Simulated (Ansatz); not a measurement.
One crystal and one scan (frozen-phonon scan) at two levels, PBE (plane waves to 420 eV, PAW, scalar-relativistic; Ansatz, a quantum-chemistry and plane-wave program) and r2SCAN (plane waves to 500 eV, PAW, scalar-relativistic; Ansatz), each from its own relaxed cell and on its own mesh.

The crystal is CaF$_{2}$ (fluorite); a phonon pattern at L = (0.5, 0.0, 0.0) is frozen into a 6-atom cell, Q being the largest atomic displacement.

CaF2 was relaxed with its symmetry unable to fall. Both scans cover Q from -0.100 to 0.100 Å.

| quantity | run 1 | run 2 |
|---|---|---|
| Lattice constant a (Å) | 5.439 | 5.511 |
| Energy at Q = 0.100 Å (meV/cell) | 318 | 297 |
| Harmonic wavenumber from the curvature (finite differences) (cm⁻¹ (negative: imaginary)) | 352 | 337 |

### Question
Which run is which level?

### Answer
Run 2 is PBE, run 1 is r2SCAN. PBE gives the higher value for: lattice constant a. PBE gives the lower value for: energy at Q = 0.100 Å; harmonic wavenumber from the curvature. Both give the same space group of the distorted cell: R-3m (No. 166), lowered from Fm-3m. Neither level is exact: the differences show how much the result hangs on the functional.

(A displaced cell: forces are minus the slopes of the energy, force constants its curvatures, and phonons follow from these.)
